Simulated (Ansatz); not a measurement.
# 2H-CrOS monolayer in a perpendicular field, part 2 of 2

What dipole does a perpendicular field induce in the 2H-CrOS monolayer, and does the gap follow? A positive field points along +c.

Ansatz 0.2.0; plane-wave DFT, PBE-D3(BJ), Ansatz PAW (the session's first sound run).

So far, gap along the path (eV): step 3 (single point, field 0) 0.266; step 4 (field 0.1 V/Å) 0.259; step 5 (field -0.1 V/Å) 0.273; step 6 (field 0.5 V/Å) 0.230; step 7 (field -0.3 V/Å) 0.288.

## 10. Same geometry, cutoff 420 eV, functional LDA (run 2)

The same run in the opposite field.

Input file input.yaml:

```yaml
crystal:
  lattice:
    - [2.8127745428, 0.0, 0.0]
    - [-1.4063872714, 2.4359342092, 0.0]
    - [0.0, 0.0, 20.6277875796]
  atoms:
    - { symbol: S, position: [0.3333333333, 0.6666666667, 0.4363046674] }
    - { symbol: Cr, position: [0.0, 0.0, 0.5118850613] }
    - { symbol: O, position: [0.3333333333, 0.6666666667, 0.5636953326] }
kpoints:
  mp_grid: { grid: [12, 12, 1] }
hamiltonian:
  xc: lda
scf:
  occupations: { method: fermi_dirac, width: 0.05 }
  convergence: { dr2_threshold: 1.0e-09 }
efield:
  axis: 3
  dipole_correction: true
  ramp_position: 0.97
  ramp_width: 0.06
  amplitude: -0.1
output:
  write_potential: true
  write_density: true
  volumetric_format: npy
```

Command:

```console
> ansatz run input.yaml --threads 2 --pin off --max-ram 3072MiB --backend cpu --events-out ev --progress --plain --runs-dir out
```

Run time: 4.5 s. Hardware: 2 threads of Arm Neoverse V2, shared host; peak memory 0.37 GiB.

The dipole is -0.114 e·Å.

## 11. Response at this level

This step: plane-wave DFT, LDA, Ansatz PAW; response to a field along the normal, atoms held (Ansatz 0.2.0).

The two signs of the field give the slope at this level.

This step gave:

```yaml
equivalent_conductor_thickness_p_eps_0ae: 4.247 Å
```

The induced dipole is that of a conductor 4.25 Å thick.

## 12. Same geometry, cutoff 420 eV, functional PBE

This step: plane-wave DFT, PBE, Ansatz PAW (Ansatz 0.2.0).

The geometry is kept and the functional is PBE; other changes against the main runs: SCF threshold 1.0e-10 → 1.0e-09 eV, k-mesh 18×18×1 → 12×12×1 and no dispersion term, which doesn't act on the electrons.

Edit input.yaml of step 10 so:

```diff
@@ -12,3 +12,3 @@
 hamiltonian:
-  xc: lda
+  xc: pbe
 scf:
@@ -21,3 +21,3 @@
   ramp_width: 0.06
-  amplitude: -0.1
+  amplitude: 0.1
 output:
```

Wall time 4.6 s (2 threads); peak memory 0.38 GiB.

The dipole is -0.0776 e·Å.

## 13. Same geometry, cutoff 420 eV, functional PBE (run 2)

Edit input.yaml of step 12 so:

```diff
@@ -21,3 +21,3 @@
   ramp_width: 0.06
-  amplitude: 0.1
+  amplitude: -0.1
 output:
```

The job ended after 4.5 s (2 threads; peak memory 0.38 GiB; 8.8 s of CPU time).

The dipole is -0.110 e·Å.

## 14. Response at this level

This step: plane-wave DFT, PBE, Ansatz PAW; response to a field along the normal, atoms held (Ansatz 0.2.0).

The induced dipole is that of a conductor 4.24 Å thick.

## 15. Same geometry, cutoff 500 eV, functional r2SCAN

This step: plane-wave DFT, r2SCAN, Ansatz PAW (Ansatz 0.2.0).

The geometry is kept and the functional is r2SCAN; other changes against the main runs: SCF threshold 1.0e-10 → 1.0e-09 eV, cutoff 420 → 500, k-mesh 18×18×1 → 12×12×1 and no dispersion term, which doesn't act on the electrons.

Edit input.yaml of step 13 so:

```diff
@@ -12,3 +12,3 @@
 hamiltonian:
-  xc: pbe
+  xc: r2scan
 scf:
@@ -21,3 +21,3 @@
   ramp_width: 0.06
-  amplitude: -0.1
+  amplitude: 0.1
 output:
```

It took 9 s on 2 threads; peak memory 0.68 GiB.

The dipole is -0.0845 e·Å.

## 16. Same geometry, cutoff 500 eV, functional r2SCAN (run 2)

Edit input.yaml of step 15 so:

```diff
@@ -21,3 +21,3 @@
   ramp_width: 0.06
-  amplitude: 0.1
+  amplitude: -0.1
 output:
```

Elapsed: 8 s, on 2 threads; peak memory 0.68 GiB.

The dipole is -0.116 e·Å.

## 17. Response at this level

This step: plane-wave DFT, r2SCAN, Ansatz PAW; response to a field along the normal, atoms held (Ansatz 0.2.0).

The induced dipole is that of a conductor 4.20 Å thick.

## 18. Same geometry, cutoff 420 eV, functional HSE06

This step: plane-wave DFT, HSE06, Ansatz PAW (Ansatz 0.2.0).

The geometry is kept and the functional is HSE06; other changes against the main runs: SCF threshold 1.0e-10 → 1.0e-09 eV, k-mesh 18×18×1 → 12×12×1 and no dispersion term, which doesn't act on the electrons.

Edit input.yaml of step 16 so:

```diff
@@ -12,3 +12,3 @@
 hamiltonian:
-  xc: r2scan
+  xc: hse06
 scf:
@@ -21,3 +21,3 @@
   ramp_width: 0.06
-  amplitude: -0.1
+  amplitude: 0.1
 output:
```

The job ended after 75 s (2 threads; peak memory 2.4 GiB; 2.4 min of CPU time).

The dipole is -0.0975 e·Å.

## 19. Same geometry, cutoff 420 eV, functional HSE06 (run 2)

Edit input.yaml of step 18 so:

```diff
@@ -21,3 +21,3 @@
   ramp_width: 0.06
-  amplitude: 0.1
+  amplitude: -0.1
 output:
```

The job ended after 74 s (2 threads; peak memory 2.4 GiB).

The dipole is -0.129 e·Å.

## 20. Comparing the runs

Times are for 2 threads of Arm Neoverse V2, shared host. The runs compared:

```
no.  functional     field  dipole along the normal (e·Å)   time  memory (GiB)
  1         lda   0.1 V/Å                       -0.08149  4.5 s          0.37
  2         lda  -0.1 V/Å                        -0.1137  4.5 s          0.37
  3         pbe   0.1 V/Å                       -0.07764  4.6 s          0.38
  4         pbe  -0.1 V/Å                        -0.1097  4.5 s          0.38
  5      r2scan   0.1 V/Å                       -0.08450    9 s          0.68
  6      r2scan  -0.1 V/Å                        -0.1163    8 s          0.68
  7       hse06   0.1 V/Å                       -0.09749   75 s           2.4
  8       hse06  -0.1 V/Å                        -0.1292   74 s           2.4
```

## 21. Response at this level

This step: plane-wave DFT, HSE06, Ansatz PAW; response to a field along the normal, atoms held (Ansatz 0.2.0).

The induced dipole is that of a conductor 4.19 Å thick.

## 22. The same run with other settings

This step: plane-wave DFT, PBE-D3(BJ), Ansatz PAW, but for the change named below (Ansatz 0.2.0).

A run with a changed input: it repeats the earlier run at 0.1 V/Å with scf.n_extra_bands to 16, hamiltonian.pseudopotentials to kind: paw_fr, magnetization to noncollinear: true, spin_orbit: true and scf.eigensolver.kind to davidson.

input.yaml, the sections that differ from step 19:

```yaml
kpoints:
  mp_grid: { grid: [18, 18, 1] }
  band_path:
    path: [[0, 0, 0], [0.5, 0, 0], [0.33333333, 0.33333333, 0], [0, 0, 0]]
    npoints: 16
hamiltonian:
  xc: pbe
  dispersion: d3bj
  pseudopotentials: { kind: paw_fr }
scf:
  occupations: { method: fermi_dirac, width: 0.05 }
  convergence: { dr2_threshold: 1.0e-10 }
  n_extra_bands: 16
  eigensolver: { kind: davidson }
efield:
  axis: 3
  dipole_correction: true
  ramp_position: 0.97
  ramp_width: 0.06
  amplitude: 0.1
magnetization:
  noncollinear: true
  spin_orbit: true
# crystal, output: as in step 19
```

Run time: 57 s. Hardware: 2 threads; peak memory 0.85 GiB; 1.9 min of CPU time.

Numbers from this step:

```
energy at zero smearing            : -4848.7463 eV
dipole along the normal            : -0.07765 e·Å
gap along the path                 : 0.2560 eV
smallest direct gap along the path : 1.261 eV
gap, the smaller of path and mesh  : 0.2560 eV
```

The electronic bands at the labelled points (eV, zero at the Fermi level of the run, which the smearing sets inside the gap):

```
  point  band 23  band 24  band 25  band 26  band 27  band 28  band 29  band 30
      Γ    -1.89    -1.89    -0.12    -0.12     1.44     1.44     1.45     1.45
halfway    -2.32    -2.31    -1.03    -1.02     0.75     0.78     1.19     1.20
      M    -2.10    -2.10    -1.21    -1.21     0.62     0.62     0.67     0.67
halfway    -2.85    -2.82    -1.11    -1.07     0.35     0.37     1.09     1.14
      K    -2.84    -2.83    -1.19    -1.12     0.14     0.14     1.40     1.42
halfway    -2.71    -2.68    -1.10    -1.06     0.61     0.62     1.02     1.04
      Γ    -1.89    -1.89    -0.12    -0.12     1.44     1.44     1.45     1.45
```

```
                               quantity  this run  earlier run  difference
          dipole along the normal (e·Å)  -0.07765     -0.07765      1.5e-6
                gap along the path (eV)    0.2560       0.2586     -0.0026
smallest direct gap along the path (eV)     1.261        1.296      -0.035
```

What moves beyond 0.01 in its unit (for the dipole 0.5 % and 5e-5 e·Å): smallest direct gap along the path (-0.0347 eV).

## 23. Varying the input: efield.ramp_width = 0.04

This step: plane-wave DFT, PBE-D3(BJ), Ansatz PAW (Ansatz 0.2.0).

Another changed input: it repeats the earlier run at 0.1 V/Å with efield.ramp_width from 0.06 to 0.04.

input.yaml, the sections that differ from step 22:

```yaml
hamiltonian:
  xc: pbe
  dispersion: d3bj
scf:
  occupations: { method: fermi_dirac, width: 0.05 }
  convergence: { dr2_threshold: 1.0e-10 }
efield:
  axis: 3
  dipole_correction: true
  ramp_position: 0.97
  ramp_width: 0.04
  amplitude: 0.1
# crystal, kpoints, output: as in step 22
# magnetization: removed
```

Elapsed: 11 s, on 2 threads; peak memory 0.42 GiB.

Numbers from this step:

| Quantity | Value |
| --- | --- |
| energy at zero smearing | -4848.6219 eV |
| gap along the path | 0.2586 eV |
| smallest direct gap along the path | 1.296 eV |
| gap, the smaller of path and mesh | 0.2586 eV |

Electronic bands along the path, in eV, zero at the Fermi level of the run, which the smearing sets inside the gap:

```
  point  band 10  band 11  band 12  band 13  band 14  band 15  band 16  band 17
      Γ    -3.65    -1.90    -1.90    -0.12     1.44     1.44     2.61     2.61
halfway    -4.22    -2.96    -2.32    -1.02     0.76     1.19     1.68     2.49
      M    -4.49    -2.97    -2.10    -1.21     0.63     0.66     2.17     2.69
halfway    -4.38    -3.79    -2.83    -1.09     0.36     1.11     1.95     2.36
      K    -4.84    -4.24    -2.84    -1.15     0.14     1.41     1.69     2.57
halfway    -4.09    -3.15    -2.69    -1.08     0.62     1.03     1.55     2.42
      Γ    -3.65    -1.90    -1.90    -0.12     1.44     1.44     2.61     2.61
```

```
                               quantity  this run  earlier run  difference
          dipole along the normal (e·Å)  -0.07765     -0.07765      8.1e-7
                gap along the path (eV)    0.2586       0.2586           0
smallest direct gap along the path (eV)     1.296        1.296     -1.0e-6
```

Nothing in the table moves by 0.01 in its unit (for the dipole 0.5 % and 5e-5 e·Å). The run took 17 SCF cycles against 16.

On this path the gap is indirect, 0.26 eV, with the valence top at Γ and the conduction bottom at K. The least direct gap is 1.30 eV.

## 24. Results

| Quantity | Value |
| --- | --- |
| gap without field | 0.266 eV |
| ionisation energy, upper face | 7.06 eV |
| electron affinity, upper face | 6.80 eV |
| step between the vacuum levels | 2.47 eV |
| equivalent conductor thickness, atoms held | 4.24 Å |
| equivalent conductor thickness, LDA | 4.25 Å |
| equivalent conductor thickness, PBE | 4.24 Å |
| equivalent conductor thickness, r2SCAN | 4.20 Å |
| equivalent conductor thickness, HSE06 | 4.19 Å |

What this shows: The induced dipole equals that of a perfect conductor 4.24 Å thick, while the outer atoms lie 2.63 Å apart; an out-of-plane ε follows only once a thickness t is chosen, by 1 − 1/ε = 4.24 Å / t. The two faces differ: the vacuum level above lies 2.47 eV higher than the one below. The gap goes from 0.27 eV to 0.23 eV at 0.5 V/Å. Across the functionals the thickness runs from 4.19 to 4.25 Å; those runs use a coarser k-mesh, so they are to be compared with each other. Semilocal functionals give gaps that are too small, and excitons are not included. The main runs have no spin polarisation; a magnetic state could lie lower and would change these results. Spin-orbit coupling enters in a check alone.

[Logs are printed without paths, hosts, clocks, repeated set-up lines and the standing remarks that a program may print on its own settings, such as how far it seeks lower states.]

[Hosts, paths, dates, database ids (printed as entryN), source tags and the programs' standing remarks are cut or masked in the printed files.]

[Maps of the electrostatic potential energy from Ansatz leave out the sawtooth potential of an applied field or a dipole correction, so their vacuum need not be flat; planar profiles and work functions include it.]
